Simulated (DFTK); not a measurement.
**CoSi2 in DFTK: convergence with k mesh**

CoSi2:

```
Co Si
1.0
     0.00000    2.67800    2.67800
     2.67800    0.00000    2.67800
     2.67800    2.67800    0.00000
Co Si
1 2
Direct
  0.00000 0.00000 0.00000
  0.75000 0.75000 0.75000
  0.25000 0.25000 0.25000
```

| Quantity | Value |
| --- | --- |
| Program | DFTK 0.8.2 |
| Task | convergence study |
| Functional | LDA |
| Potentials or basis | dojo.nc.sr.lda.v0_4_1.standard.upf (LDA) |
| Cutoff | 1306 eV |
| k mesh | 1 × 1 × 1 |
| Occupations | fermi-dirac, width 0.05 eV |
| Spin | collinear spin, ferromagnetic start |
| Starting moments | [2.0, 0.0, 0.0] μB |

These are the settings of the first run; the series varies k mesh, with any setting tied to it.

Hardware: 1 thread of Intel(R) Xeon(R) Platinum 8488C (Sapphire Rapids), with other jobs on the host.

Problem. The values tried are 1 × 1 × 1, 3 × 3 × 3, 4 × 4 × 4, 5 × 5 × 5, 7 × 7 × 7, 8 × 8 × 8, 10 × 10 × 10, 12 × 12 × 12, loosest first. From which on does the absolute moment stay within 0.02 μB of the tightest run that finished?

Solution. From 3 × 3 × 3 on.

```tsv
k mesh	energy less the tightest run, at zero smearing (meV/atom)	pressure (GPa)	absolute moment (μB)	SCF cycles
1 × 1 × 1	7054.02	95.47	3.00	18
3 × 3 × 3	62.59	-9.18	0.00	15
4 × 4 × 4	-4.66	-9.13	0.00	12
5 × 5 × 5	9.08	-8.50	0.00	12
7 × 7 × 7	-1.84	-8.88	0.00	12
8 × 8 × 8	0.67	-8.90	0.00	12
10 × 10 × 10	0.30	-8.87	0.00	12
12 × 12 × 12	0.00	-8.87	0.00	12
```

Against the tightest run, the energy stays within 1 meV/atom from 8 × 8 × 8 on; the pressure stays within 0.1 GPa from 7 × 7 × 7 on. Meshes of other sizes hit other points, so gaps and Fermi surfaces needn't settle smoothly. The tightest run that finished is the yardstick and may itself not be fully converged.

Caveat, for the tightest run too: the starting moments collapsed, and a magnetic state may lie lower.
